**Question**

I have this set of strained cells of hexagonal cobalt in front of me, and seven things puzzle me.

Ansatz 0.2.0, spin-polarised scalar-relativistic PBE with default frozen-core PAW datasets, for hexagonal Co (P6_3/mmc, 2 atoms, measured base cell from COD, 11.24 Å^3/atom). The plane-wave cutoff is 420 eV, the k mesh 19 × 19 × 10 and the Fermi-Dirac smearing 0.05 eV. Pressure and stress are positive in compression; Vzz is the principal field gradient of largest magnitude.

```
                 change from the base run  pressure (GPa)  stress xx (GPa)  stress zz (GPa)  stress xy (GPa)  cell moment (muB)  Vzz at Co (1e21 V/m^2)
                                     base           -6.66            -6.25            -7.49             0.00               3.29                   -0.18
                    volume scaled by 0.94            6.22             6.78             5.12             0.00               3.18                   -0.21
                  volume scaled by 0.9405            6.10             6.65             5.00             0.00               3.18                   -0.21
                    volume scaled by 0.96            1.44             1.97             0.38             0.00               3.22                   -0.19
                    volume scaled by 0.97           -0.76            -0.25            -1.78             0.00               3.24                   -0.17
                    volume scaled by 0.98           -2.85            -2.36            -3.81             0.00               3.26                   -0.18
                    volume scaled by 0.99           -4.81            -4.36            -5.71             0.00               3.27                   -0.18
                    volume scaled by 1.01           -8.40            -8.03            -9.15             0.00               3.31                   -0.18
                    volume scaled by 1.02          -10.05            -9.72           -10.71             0.00               3.32                   -0.19
                    volume scaled by 1.03          -11.60           -11.31           -12.17             0.00               3.34                   -0.19
                    volume scaled by 1.04          -13.06           -12.82           -13.55             0.00               3.35                   -0.20
                    volume scaled by 1.06          -15.76           -15.59           -16.11             0.00               3.38                   -0.20
           equal xx and yy strain of +1 %          -10.12           -10.57            -9.22             0.00               3.31                   -0.41
           equal xx and yy strain of +2 %          -13.20           -14.40           -10.80             0.00               3.33                   -0.65
           equal xx and yy strain of +3 %          -15.91           -17.76           -12.23             0.00               3.35                   -0.88
           equal xx and yy strain of -1 %           -2.79            -1.38            -5.61             0.00               3.27                    0.06
           equal xx and yy strain of -2 %            1.50             4.04            -3.58             0.00               3.23                    0.29
           equal xx and yy strain of -3 %            6.28            10.11            -1.37             0.00               3.19                    0.50
equal xy, yz and zx shear strains of +1 %           -6.61            -6.21            -7.41            -1.02               3.29                    0.30
equal xy, yz and zx shear strains of +2 %           -6.45            -6.12            -7.20            -2.05               3.29                    0.57
equal xy, yz and zx shear strains of +3 %           -6.21            -5.97            -6.90            -3.08               3.29                    0.86
```

1. The measured cell is under tension. Is the functional that wrong?
2. Why does squeezing by 4 % change the pressure more than stretching by 4 %?
3. In-plane strain of +3 % and a volume factor of 1.06 give almost the same pressure but different stresses. Why?
4. Shear produces a clear xy stress. Why does the pressure hardly move?
5. Why does the moment shrink so little on compression?
6. Why does the field gradient ignore volume, yet change sign under a small strain?
7. Which digits can I trust?

**Answer**

Split each deformation into a change of size and a change of shape. Pressure and the magnitude of the moment are single numbers without a direction, and here they follow mainly size. Stress differences and the field gradient have a direction, and they follow mainly shape.

**1.** Compression counts as positive, so −6.66 GPa means that the cell wants to shrink. A smooth pressure–volume curve (Murnaghan form), fitted to the volume rows, reaches zero at 0.966 of the base volume. Not all of this gap belongs to the functional. As far as I recall, this measured cell is one to two percent larger in volume than the usual room-temperature one, and the calculation has neither thermal expansion nor zero-point motion. The table cannot divide the rest among these causes.

**2.** Atoms pushed together resist ever more steeply. A 4 % compression raises the pressure by 8.1 GPa, while a 4 % expansion lowers it by only 6.4 GPa. In the fitted curve the bulk modulus, the pressure needed per relative loss of volume, is about 179 GPa at the base cell and 211 GPa at zero pressure. An elastic constant therefore belongs to the volume at which it was computed.

**3.** Stretching two axes by 3 % multiplies the volume by $1.03^2 = 1.061$, so the two cells have nearly the same size. Pressure is the average of the stresses along the three axes. The in-plane strain loads x and y more and z less, and most of this cancels in the average. In a cubic crystal, symmetry would make the cancellation exact for small strains. Cobalt is hexagonal, and 3 % is no longer a very small strain, so here the cancellation is only approximate: the curve from the volume rows misses the in-plane rows, which were not in the fit, by up to 0.28 GPa.

The stresses also pass a test of consistency. Stretching x must change the stress along z as much as stretching z changes the stress along x, because both are the same mixed second derivative of one energy. No row stretches z alone, but uniform scaling minus the in-plane stretch does just that. The two routes give 90 and 91 GPa, which agree within the 1.5 GPa that rounding of the table can cause. The tension in the base cell could itself make them differ by about 1 GPa.

**4.** Reverse a single small shear and you get the mirror image of the same crystal, with the same pressure but the opposite shear stress. To lowest order, the pressure can therefore change only with the square of the shear, whereas the xy stress is proportional to it. The rows show both: from 1 to 3 % shear the xy stress triples, while the rise in pressure grows from 0.05 to 0.45 GPa. About a quarter of the larger rise comes from a slight loss of volume in the sheared cell.

One setting matters here. The atoms were not relaxed after the shear, and forces on them remain. Letting them move would reduce the xy stress. The volume and in-plane rows have no such problem, because symmetry fixes their atoms.

**5.** The calculation treats 34 electrons per cell. In the two rows for which I have the bands (volume factor 0.97 and in-plane −2 %), 18 majority-spin bands lie wholly below the Fermi level: eight semicore bands and ten valence bands, which should be mainly d. With $n$ further majority electrons in the broad bands above, the minority spin holds $16-n$, and the cell moment in Bohr magnetons is

$$M = (18+n)-(16-n) = 2+2n .$$

In the limit $n=0$ the moment would be 2. At volume factor 0.97 it is 3.24, so $n$ is 0.62. Only this small population is easily changed, since the majority d bands are essentially full. Between volume factors 0.94 and 1.06 just 0.10 electron per cell changes its spin. Standard band theory suggests a reason for the direction, which these rows do not test: compression should lift the broad s and p bands relative to the d bands, and the electrons that leave them find room only among the minority d states.

Size is not the whole story for the moment. It gains 0.09 at volume factor 1.06 but only 0.06 at in-plane strain +3 %. I have no tested explanation for that difference.

**6.** The field gradient at a nucleus measures how far its surroundings depart from cubic symmetry. Each atom has six near neighbours in its plane and six outside it. At the ideal axial ratio $c/a = 1.633$ all twelve are equally far away, and their contributions cancel. The base cell, at 1.624, comes close. Scaling the volume keeps this near-cancellation; straining the plane breaks it. The neighbours are expected to act mainly through the valence electrons close to the nucleus, because bare positive ions alone would make the gradient fall, not rise, when the plane is squeezed. The computed gradient passes through zero at $c/a$ of about 1.636. More distant atoms do not cancel exactly, so the closeness to the ideal ratio is not forced by symmetry.

For the sheared cells, take the limit of a crystal without a preferred direction. Its gradient is a constant $K$ times the shape part of the strain. An in-plane strain $t$ has a shape part of $-2t/3$ along c. Between $t=-0.03$ and $+0.03$ the gradient falls by 1.38, in the units of the table, so

$$K = \frac{1.38}{0.06}\times\frac{3}{2} = 34.5 .$$

A 3 % shear in the table means 0.015 in each off-diagonal entry of the strain. Each off-diagonal gradient is then $34.5\times0.015 = 0.52$. Three equal entries have a largest principal value of twice that, about 1.04, along the stretched diagonal of x, y and z. Adding the small base gradient barely changes it.

The calculation gives 0.86, so the estimate, made without the shear rows, is about a fifth too high. Its weak point is the assumption that one constant serves the in-plane strain and all three shears, which a hexagonal crystal need not obey. It still accounts for the sign: in the estimate the largest component lies along another axis, so the component along c need not have reversed. By the same rule, stretching c alone should push the gradient along c upwards.

**7.** Pressure differences are smooth to a few hundredths of a GPa along the volume rows, but smoothness is not accuracy. For the field gradient, trust the large response to shape and ignore steps of 0.01 or 0.02 between volume rows, because in a metal this quantity shifts with the k mesh. The moment is spin only; the orbital part is missing. The output below lists the fit and the elastic responses.

Printed output of the fit:

```
fit of P on 12 rows (volrow): coefficient of v**(-s) 37.86 +/- 0.021, constant -44.51 +/- 0.022, s 4.733; rms 0.0115, worst volume scaled by 0.96 -0.0206, leave-one-out rms 0.0172
  rows outside the fit (model, value, miss): equal xx and yy strain of +1 % -10.05, -10.12, 0.0669; equal xx and yy strain of +2 % -13.12, -13.2, 0.0788; equal xx and yy strain of +3 % -15.89, -15.91, 0.02; equal xx and yy strain of -1 % -2.871, -2.79, -0.0812; equal xx and yy strain of -2 % 1.329, 1.5, -0.171; equal xx and yy strain of -3 % 6.003, 6.28, -0.277; equal xy, yz and zx shear strains of +1 % -6.637, -6.61, -0.0265; equal xy, yz and zx shear strains of +2 % -6.596, -6.45, -0.146; equal xy, yz and zx shear strains of +3 % -6.53, -6.21, -0.32
volume at zero pressure over base volume: 0.9664
volume per atom at zero pressure, angstrom^3: 10.86
bulk modulus at the base volume, GPa: 179.2
bulk modulus at zero pressure, GPa: 210.7
pressure gained on 4 % compression, GPa: 8.1
pressure lost on 4 % expansion, GPa: 6.4
C11+C12 from in-plane strain, GPa: 459.5
C13 from s_zz under in-plane strain, GPa: 90.25
C13 from s_xx under volume change less C11+C12, GPa: 90.99
largest rounding error of a slope from the 1 % volume steps, GPa: 1.5
C33, GPa: 335.5
C66 with unrelaxed atoms from the 3 % shear row, GPa: 102.7
pressure rise under 3 % shear, GPa: 0.45
part of that rise due to the smaller volume, GPa: 0.12
c/a at which s_xx equals s_zz: 1.616
moment range over the volume rows, muB per cell: 0.2
electrons per cell that change spin over that range: 0.1
moment gain at volume factor 1.06, muB: 0.09
moment gain at in-plane strain +3 %, muB: 0.06
majority electrons above band 18 at volume factor 0.97: 0.62
Vzz range over the volume rows, 1e21 V/m^2: 0.04
Vzz range over the in-plane rows, 1e21 V/m^2: 1.38
c/a at which Vzz vanishes: 1.636
Vzz predicted for 3 % shear from the in-plane rows, 1e21 V/m^2: 1.045
predicted over computed Vzz at 3 % shear: 1.215
```
